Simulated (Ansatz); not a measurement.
**Relaxing H-capped C nanocrystal (octahedron) (34 atoms)**

How does H-capped C nanocrystal (octahedron) (34 atoms) relax, and what do bonds, charges and levels look like afterwards?

Main program and level: Ansatz 0.2.0; Kohn-Sham DFT, PBE+D3(BJ), PAW (set soft_2), plane waves.

## Step 1: Set-up

The cell holds 34 atoms: 14 C and 20 H. Its edges and angles: a = 15.717 Å, b = 15.717 Å, c = 15.717 Å, α = 90.0°, β = 90.0°, γ = 90.0°. It derives from C (diamond-structure). Octahedron of size parameter 4.7 Å cut from diamond-structure C (a = 3.567 Å), atoms with fewer than two neighbours dropped, broken bonds capped with H, 10 Å of vacuum; minimised with a classical potential. Regions: crystal, 14 atoms (14 C); hydrogen, 20 atoms (20 H). Vacuum lies along a, b and c.

## Step 2: Single point at the start

The forces at the start show how far the geometry lies from a minimum of this functional.

input.yaml reads:

```yaml
crystal:
  lattice:
    - [15.71737, 0.0, 0.0]
    - [0.0, 15.71737, 0.0]
    - [0.0, 0.0, 15.71737]
  atoms:
    - { symbol: C, position: [0.41477, 0.41477, 0.41477] }
    - { symbol: C, position: [0.3579, 0.47138, 0.47138] }
    - { symbol: C, position: [0.41468, 0.5281, 0.5281] }
    - { symbol: C, position: [0.47138, 0.3579, 0.47138] }
    - { symbol: C, position: [0.5281, 0.41468, 0.5281] }
    - { symbol: C, position: [0.47138, 0.47138, 0.3579] }
    - { symbol: C, position: [0.5281, 0.5281, 0.41468] }
    - { symbol: C, position: [0.4719, 0.4719, 0.58532] }
    - { symbol: C, position: [0.52862, 0.52862, 0.6421] }
    - { symbol: C, position: [0.4719, 0.58532, 0.4719] }
    - { symbol: C, position: [0.52862, 0.6421, 0.52862] }
    - { symbol: C, position: [0.58532, 0.4719, 0.4719] }
    - { symbol: C, position: [0.6421, 0.52862, 0.52862] }
    - { symbol: C, position: [0.58523, 0.58523, 0.58523] }
    - { symbol: H, position: [0.37479, 0.37479, 0.37479] }
    - { symbol: H, position: [0.31666, 0.43195, 0.51079] }
    - { symbol: H, position: [0.31666, 0.51079, 0.43195] }
    - { symbol: H, position: [0.37414, 0.56782, 0.56782] }
    - { symbol: H, position: [0.51079, 0.31666, 0.43195] }
    - { symbol: H, position: [0.43195, 0.31666, 0.51079] }
    - { symbol: H, position: [0.56782, 0.37414, 0.56782] }
    - { symbol: H, position: [0.43195, 0.51079, 0.31666] }
    - { symbol: H, position: [0.51079, 0.43195, 0.31666] }
    - { symbol: H, position: [0.56782, 0.56782, 0.37414] }
    - { symbol: H, position: [0.43218, 0.43218, 0.62586] }
    - { symbol: H, position: [0.56805, 0.48921, 0.68334] }
    - { symbol: H, position: [0.48921, 0.56805, 0.68334] }
    - { symbol: H, position: [0.43218, 0.62586, 0.43218] }
    - { symbol: H, position: [0.48921, 0.68334, 0.56805] }
    - { symbol: H, position: [0.56805, 0.68334, 0.48921] }
    - { symbol: H, position: [0.62586, 0.43218, 0.43218] }
    - { symbol: H, position: [0.68334, 0.48921, 0.56805] }
    - { symbol: H, position: [0.68334, 0.56805, 0.48921] }
    - { symbol: H, position: [0.62521, 0.62521, 0.62521] }
kpoints:
  mp_grid: { grid: [1, 1, 1] }
hamiltonian:
  xc: pbe
  dispersion: d3bj
scf:
  occupations: { method: fixed }
output:
  forces: true
  populations: true
  dos:
    method: { smearing: { sigma: 0.15 } }
    de: 0.1
    projected:
      site_lists:
        C: [C]
        H: [H]
        crystal: [0, 1, 2, 3, 4, 5, 6, 7, 8, 9, 10, 11, 12, 13]
        hydrogen: [14, 15, 16, 17, 18, 19, 20, 21, 22, 23, 24, 25, 26, 27, 28, 29, 30, 31, 32, 33]
  eigenvalues: true
```

Command:

```sh
> ansatz run input.yaml --threads 4 --pin off --max-ram 8192MiB --backend cpu --events-out ev --progress --plain --runs-dir out
```

Numbers of over 12 decimals in the logs are rounded to 6 here.

The program printed:

```text
Engine: ansatz 0.2.0, aarch64-unknown-linux-gnu
Pseudopotentials: kind: paw
Pseudopotential: C, paw, valence charge 4, recommended cutoff 420 eV (normal), C.paw.azcp
Pseudopotential: H, paw, valence charge 1, recommended cutoff 420 eV (normal), H.paw.azcp
[... 5 lines on functional and potentials left out ...]
Crystal: 34 atoms, lattice volume = 3882.752 Å³
Basis set: ecut = 420 eV, 75925 PW (Γ), exchange–correlation on 216×216×216 points (8 copies of the dense FFT grid, shifted against one another)
Bands: 72, of which v1, the nominal top of the filled ones, is band 38 counted from 1 (37 counted from 0)
Symmetry: 12 space group operations
Space group: R-3m (ITA 166), of the structure as read, at distance tolerance 1.6e-4 Å
k-points: 1
[... 5 lines on functional and potentials left out ...]
Initial density: superposition of atomic densities (neutral atoms: chi_scale 0, normalization atom), corrected by the library's trained network
Initial wavefunctions: pseudopotential atomic-orbital guess
Functional: x = pbe(κ = 0.804, μ = 0.219515), c = pbe(β = 0.066725)
SCF iter   1: F=—  HF=-3836.467006 eV  |F-HF|=—  |Δ(HF+E_count)|=         —  Δρ=1.63e-3  dr2=4.04e-1  ethr=1.77e-3  ⟨swp⟩=6.0  Hψ=266  notcnv=0  defer=30
preconditioner: auto → Resta (q_TF=auto, 1.416 Å⁻¹)  ε∞=1.2  [insulator: Δε(μ)=5.628 eV  Ē_g=12.987 eV  n_scr=178 (ndim 8)  ℏωp=5.1 eV  f_vac=0.873  ε∞_Penn≈1.2  vacuum switching on, ρ_ref=1.2e-2 e/Å³]
SCF iter   2: F=—  HF=-3836.365742 eV  |F-HF|=—  |Δ(HF+E_count)|=   1.01e-1  Δρ=1.21e-3  dr2=8.10e-2  ethr=5.32e-4  ⟨swp⟩=2.0  Hψ=112  notcnv=0  defer=30
SCF iter   3: F=—  HF=-3836.356251 eV  |F-HF|=—  |Δ(HF+E_count)|=   9.49e-3  Δρ=3.59e-4  dr2=1.33e-2  ethr=1.07e-4  ⟨swp⟩=2.0  Hψ=72  notcnv=0  defer=32
SCF iter   4: F=—  HF=-3836.359036 eV  |F-HF|=—  |Δ(HF+E_count)|=   2.79e-3  Δρ=1.10e-4  dr2=8.85e-4  ethr=1.75e-5  ⟨swp⟩=4.0  Hψ=71  notcnv=0  defer=32
SCF iter   5: F=—  HF=-3836.360356 eV  |F-HF|=—  |Δ(HF+E_count)|=   1.32e-3  Δρ=3.50e-5  dr2=5.56e-5  ethr=1.16e-6  ⟨swp⟩=4.0  Hψ=80  notcnv=0  defer=32
SCF iter   6: F=—  HF=-3836.361046 eV  |F-HF|=—  |Δ(HF+E_count)|=   6.90e-4  Δρ=8.41e-6  dr2=2.44e-6  ethr=7.32e-8  ⟨swp⟩=3.0  Hψ=113  notcnv=0  defer=32
SCF iter   7: F=-3836.361049 eV  HF=-3836.361048 eV  |F-HF|=2.84e-7  |Δ(HF+E_count)|=   2.48e-6  Δρ=1.78e-6  dr2=6.35e-8  ethr=1.32e-10  ⟨swp⟩=27.0  Hψ=927  notcnv=0
SCF 1 converged in 7 iterations: F = -3836.361049 eV  dr2 = 6.35e-8
  greatest PAW one-centre occupation: 0.653 electrons in one spin orbital (limit 2), on the C atom at site 12 (counted from 0), in its partial waves of l = 0
SCF converged after 7 iterations
Free energy (F): -3836.361049 eV
Harris-Foulkes:  -3836.361048 eV  (|F-HF|=2.84e-7)
Internal energy: -3836.361049 eV  (E = F + TS)
E sigma→0 (E₀):  -3836.361049 eV
Fermi energy:    -5.644277 eV
--- Per-component energies (eV) ---
  E_band       = -850.169661
  E_kinetic    = 1564.996994
  E_local      = -20257.680324  (includes V_loc(G=0)·N_el)
  E_nonlocal   = 410.166597
  E_hartree    = 9307.923265
  E_xc         = -859.651499
  E_vxc        = -1074.292749  (∫ρ·V_xc dr)
  E_paw        = -1401.953023  (= ΣΔE_a)
  E_vpaw       = -109.165507  (= ΣTr[D̂ρ^β])
  E_aug_tail   = -0.027671  (compensation charges beyond the density's cutoff)
  E_ewald      = 7401.170657
  E_disp       = -1.306044  (pairwise vdW)
  E_smearing   = -0.000000  (= −TS)
  E_closure    = 0.000000  (closes the sum)
  Σ components = -3836.361049   (vs F -3836.361049, Δ=0.00e0)
--- Forces (eV/Å), atoms counted from 1 ---
  atom   1  C      0.19750227     0.19750227     0.19750227
  atom   2  C      0.73316258     0.00567732     0.00567732
  atom   3  C      0.14009159    -0.50834172    -0.50834172
  atom   4  C      0.00567732     0.73316258     0.00567732
  atom   5  C     -0.50834172     0.14009159    -0.50834172
  atom   6  C      0.00567732     0.00567732     0.73316258
  atom   7  C     -0.50834172    -0.50834172     0.14009159
  atom   8  C      0.50834172     0.50834172    -0.14009159
  atom   9  C     -0.00567732    -0.00567732    -0.73316258
  atom  10  C      0.50834172    -0.14009159     0.50834172
  atom  11  C     -0.00567732    -0.73316258    -0.00567732
  atom  12  C     -0.14009159     0.50834172     0.50834172
  atom  13  C     -0.73316258    -0.00567732    -0.00567732
  atom  14  C     -0.19750227    -0.19750227    -0.19750227
[...]
atom  33  H      0.19632270     0.22571877    -0.22973608
  atom  34  H      0.23786399     0.23786399     0.23786399
  max |Σ_I F_I| component: 2.22e-16 eV/Å
--- Band table (eV) ---
  k-point 0: bands = ["-21.4068", "-19.6383", "-18.7427", "-18.7427", [... 56 levels ...], "1.7943", "1.8061", "1.8061", "1.8266", "1.9907", "2.0134", "2.0134", "2.1104", "2.1104", "2.2011", "2.2416", "2.2416"]
--- Löwdin populations: 34 sites ---
  site symbol       q [e]
     0      C      4.1040
     1      C      4.2961
     2      C      4.1182
[...]
33      H      0.8167
  spilling = 0.011434 (of n_electrons = 76.000000)
```

The job ended after 10 s (4 threads of Arm Neoverse V2, shared host; peak memory 1.8 GiB; 35 s of CPU time).

Reading the cycles: dr2 is the Hartree energy of the density residual (eV), the measure of convergence; HF is the Harris–Foulkes estimate of the energy, which meets the free energy F at convergence.

The run gave:

```yaml
free_energy: -3836.3610 eV
free_energy_per_atom: -112.8341 eV/atom
scf_cycles: 7
r_m_s_force_component: 0.3119 eV/Å
longest_force: 0.7332 eV/Å
fermi_energy: -5.644 eV
spacing_of_highest_filled_and_lowest_empty_level: 5.298 eV
spilling_of_the_projection: 0.01143
```

The r.m.s. force component of 0.31 eV/Å sets the starting point.

Length of the force by element:

```csv
element,coordination,atoms,mean length of the force (eV/Å),spread,least,most
C,all,14,0.677,0.137,0.342,0.733
H,all,20,0.402,0.0312,0.377,0.447
```

## Step 3: Relaxation

With the cell held, the atoms are moved downhill towards a nearby minimum.

input.yaml, the sections that differ from step 2:

```yaml
output:
  forces: true
relax:
  f_tol: 0.03
  max_steps: 200
# crystal, kpoints, hamiltonian, scf: as in step 2
```

The program printed:

```text
[...]
Crystal: 34 atoms, lattice volume = 3882.752 Å³
Basis set: ecut = 420 eV, 75925 PW (Γ), exchange–correlation on 216×216×216 points (8 copies of the dense FFT grid, shifted against one another)
Bands: 72, of which v1, the nominal top of the filled ones, is band 38 counted from 1 (37 counted from 0)
Symmetry: 12 space group operations
[...]
k-points: 1
[...]
SCF iter   1: F=—  HF=-3836.466871 eV  |F-HF|=—  |Δ(HF+E_count)|=         —  Δρ=1.62e-3  dr2=4.04e-1  ethr=1.77e-3  ⟨swp⟩=6.0  Hψ=261  notcnv=0  defer=31
[...]
SCF iter   3: F=—  HF=-3836.356206 eV  |F-HF|=—  |Δ(HF+E_count)|=   9.67e-3  Δρ=3.59e-4  dr2=1.33e-2  ethr=1.07e-4  ⟨swp⟩=3.0  Hψ=75  notcnv=0  defer=4
automatic band count: iteration 3 solves 44 bands in place of 72: the levels show a gap, and the empty bands left out lie too high to hold charge; the band table lists the bands solved (type scf.n_extra_bands for more)
SCF iter   4: F=—  HF=-3836.359487 eV  |F-HF|=—  |Δ(HF+E_count)|=   3.28e-3  Δρ=1.15e-4  dr2=1.04e-3  ethr=1.75e-5  ⟨swp⟩=4.0  Hψ=67  notcnv=0  defer=4
[...]
SCF iter   7: F=-3836.361049 eV  HF=-3836.361048 eV  |F-HF|=2.18e-7  |Δ(HF+E_count)|=   3.62e-6  Δρ=1.89e-6  dr2=8.98e-8  ethr=3.95e-9  ⟨swp⟩=2.0  Hψ=170  notcnv=0
SCF 1 converged in 7 iterations: F = -3836.361049 eV  dr2 = 8.98e-8
[...]
relax step   1: F+E_penalty+E_count = -3836.36104869 eV  Δ(F+E_penalty+E_count) = +0.000e0 eV  max|allowed force component| = 7.332e-1 eV/Å  Δτ_max = 0.0000 Å  (7 SCF iters, dr2 threshold 2.25e-5 eV, accepted)
[...]
relax step   2: F+E_penalty+E_count = -3836.42661938 eV  Δ(F+E_penalty+E_count) = -6.557e-2 eV  max|allowed force component| = 2.518e-1 eV/Å  Δτ_max = 0.0206 Å  (4 SCF iters, dr2 threshold 3.36e-5 eV, accepted)
[...]
relax step   3: F+E_penalty+E_count = -3836.43608151 eV  Δ(F+E_penalty+E_count) = -9.462e-3 eV  max|allowed force component| = 2.259e-2 eV/Å  Δτ_max = 0.0114 Å  (5 SCF iters, dr2 threshold 3.96e-6 eV, accepted)
[...]
relax step   4: F+E_penalty+E_count = -3836.43608162 eV  Δ(F+E_penalty+E_count) = -1.034e-7 eV  max|allowed force component| = 2.243e-2 eV/Å  Δτ_max = 0.0000 Å  (3 SCF iters, accepted)
SCF converged after 3 iterations
Free energy (F): -3836.436082 eV
[...]
Internal energy: -3836.436082 eV  (E = F + TS)
E sigma→0 (E₀):  -3836.436082 eV
Fermi energy:    -5.737150 eV
[...]
--- Forces (eV/Å), atoms counted from 1 ---
  atom   1  C     -0.01581794    -0.01581794    -0.01581794
  atom   2  C      0.01980029     0.00623455     0.00623455
  atom   3  C     -0.02242629    -0.01289163    -0.01289163
  atom   4  C      0.00623455     0.01980029     0.00623455
  atom   5  C     -0.01289163    -0.02242629    -0.01289163
  atom   6  C      0.00623455     0.00623455     0.01980029
  atom   7  C     -0.01289163    -0.01289163    -0.02242629
  atom   8  C      0.01289163     0.01289163     0.02242629
  atom   9  C     -0.00623455    -0.00623455    -0.01980029
  atom  10  C      0.01289163     0.02242629     0.01289163
  atom  11  C     -0.00623455    -0.01980029    -0.00623455
  atom  12  C      0.02242629     0.01289163     0.01289163
  atom  13  C     -0.01980029    -0.00623455    -0.00623455
  atom  14  C      0.01581794     0.01581794     0.01581794
[...]
atom  33  H      0.00142330    -0.00430688     0.01565050
  atom  34  H     -0.00131154    -0.00131154    -0.00131154
  max |Σ_I F_I| component: 1.43e-17 eV/Å
--- Relaxed structure (4 steps of the walk, 4 accepted, 0 SCFs on fresh bases) ---
  F+E_penalty+E_count = -3836.43608162 eV   max|allowed force component| = 2.243e-2 eV/Å
  atoms:
    - { symbol: C, position: [0.414745, 0.414745, 0.414745] }
    - { symbol: C, position: [0.358603, 0.471334, 0.471334] }
    - { symbol: C, position: [0.414932, 0.527697, 0.527697] }
    - { symbol: C, position: [0.471334, 0.358603, 0.471334] }
[...]
- { symbol: H, position: [0.625703, 0.625703, 0.625703] }
```

It took 13 s on 4 threads; peak memory 1.8 GiB; 48 s of CPU time.

Step by step:

```csv
step,energy less that of the first step (eV),largest force component (eV/Å)
1,0.0000,0.7332
2,-0.0656,0.2518
3,-0.0750,0.0226
4,-0.0750,0.0224
```

Forces are held to the 12 operations that the run works with; a distortion that breaks them can't arise in this run.

The atoms that moved most (Å):

```csv
atom,dx,dy,dz,length
H15,-0.008,-0.008,-0.008,0.013
H34,0.008,0.008,0.008,0.013
H19,0.010,0.005,-0.006,0.013
H16,0.005,-0.006,0.010,0.013
H22,-0.006,0.010,0.005,0.013
H20,-0.006,0.005,0.010,0.013
H17,0.005,0.010,-0.006,0.013
H23,0.010,-0.006,0.005,0.013
```

Final coordinates:

```xyz
34
Lattice="15.7174 0.0000 0.0000 0.0000 15.7174 0.0000 0.0000 0.0000 15.7174" Properties=species:S:1:pos:R:3
C     6.5188    6.5188    6.5188
C     5.6362    7.4081    7.4081
C     6.5216    8.2941    8.2941
C     7.4081    5.6362    7.4081
C     8.2941    6.5216    8.2941
C     7.4081    7.4081    5.6362
C     8.2941    8.2941    6.5216
C     7.4233    7.4233    9.1958
C     8.3093    8.3093   10.0811
C     7.4233    9.1958    7.4233
C     8.3093   10.0811    8.3093
C     9.1958    7.4233    7.4233
C    10.0811    8.3093    8.3093
C     9.1986    9.1986    9.1986
H     5.8830    5.8830    5.8830
H     4.9822    6.7836    8.0385
H     4.9822    8.0385    6.7836
H     5.8862    8.9322    8.9322
H     8.0385    4.9822    6.7836
H     6.7836    4.9822    8.0385
H     8.9322    5.8862    8.9322
H     6.7836    8.0385    4.9822
H     8.0385    6.7836    4.9822
H     8.9322    8.9322    5.8862
H     6.7852    6.7852    9.8312
H     8.9338    7.6789   10.7351
H     7.6789    8.9338   10.7351
H     6.7852    9.8312    6.7852
H     7.6789   10.7351    8.9338
H     8.9338   10.7351    7.6789
H     9.8312    6.7852    6.7852
H    10.7351    7.6789    8.9338
H    10.7351    8.9338    7.6789
H     9.8344    9.8344    9.8344
```

The relaxation changed the energy by -2.21 meV/atom, and atoms moved by 0.011 Å r.m.s., 0.013 Å at most.

## Step 4: Local order after relaxation

Bonds before and after, by the cutoffs listed below:

```csv
pair,bonds before,bonds after,mean before (Å),mean after (Å),spread before (Å),spread after (Å)
H-C,20,20,1.089,1.103,0.001,0.001
C-C,18,18,1.546,1.538,0.002,0.004
```

Normalised to the volume that the atoms fill. Pair distribution functions g(r), in bins of 0.2 Å:

```csv
r (Å),total,H-H,H-C,C-C
1.10,5.05,0.00,10.45,0.00
1.30,0.00,0.00,0.00,0.00
1.50,2.48,0.00,0.00,14.65
1.70,0.61,1.76,0.00,0.00
1.90,0.00,0.00,0.00,0.00
2.10,3.25,0.00,6.70,0.00
2.30,0.00,0.00,0.00,0.00
2.50,3.96,7.09,0.00,8.90
2.70,1.50,0.00,3.10,0.00
2.90,0.78,0.00,0.00,4.60
3.10,0.00,0.00,0.00,0.00
3.30,0.52,0.00,1.08,0.00
3.50,1.43,0.00,2.63,0.89
3.70,0.54,1.56,0.00,0.00
3.90,0.87,0.00,1.54,0.76
4.10,0.56,0.98,0.46,0.00
4.30,0.82,1.19,0.64,0.59
4.50,0.00,0.00,0.00,0.00
4.70,0.24,0.00,0.36,0.35
4.90,0.51,1.03,0.32,0.00
5.10,0.15,0.44,0.00,0.00
5.30,0.14,0.00,0.28,0.00
5.50,0.13,0.18,0.14,0.00
5.70,0.02,0.00,0.04,0.00
5.90,0.06,0.16,0.00,0.00
6.10,0.16,0.45,0.00,0.00
6.30,0.00,0.00,0.00,0.00
6.50,0.00,0.00,0.00,0.00
```

Bonds by pair of elements; cutoffs follow the first minimum of g(r), held within bounds set by covalent radii, and pairs that aren't listed don't count as bonded:

```csv
pair A-B,cutoff (Å),bonds,mean length (Å),spread (Å),shortest (Å),B about A,A about B
H-C,1.34,20,1.10,0.001,1.10,1,1.43
C-C,1.85,18,1.54,0.004,1.53,2.57,2.57
```

How many atoms have how many bonded neighbours:

```csv
element,mean,1,4
C,4,0,14
H,1,20,0
```

Bond angles (no mean is given where the spread exceeds 20°):

```csv
angle,count,mean (°),spread (°)
C-C-H,48,110,0.4
C-C-C,30,110,0.7
H-C-H,6,107,0
```

With the cutoffs above, all C atoms have 4 and all H atoms have 1 bonded neighbour. The C-C-H angle averages 110° with a spread of 0.4°.

[end of part 1 of 2]

[Logs are printed without paths, hosts, clocks, repeated set-up lines and the standing remarks that a program may print on its own settings, such as how far it seeks lower states.]

[Hosts, paths, dates, database ids (printed as entryN), source tags and the programs' standing remarks are cut or masked in the printed files.]
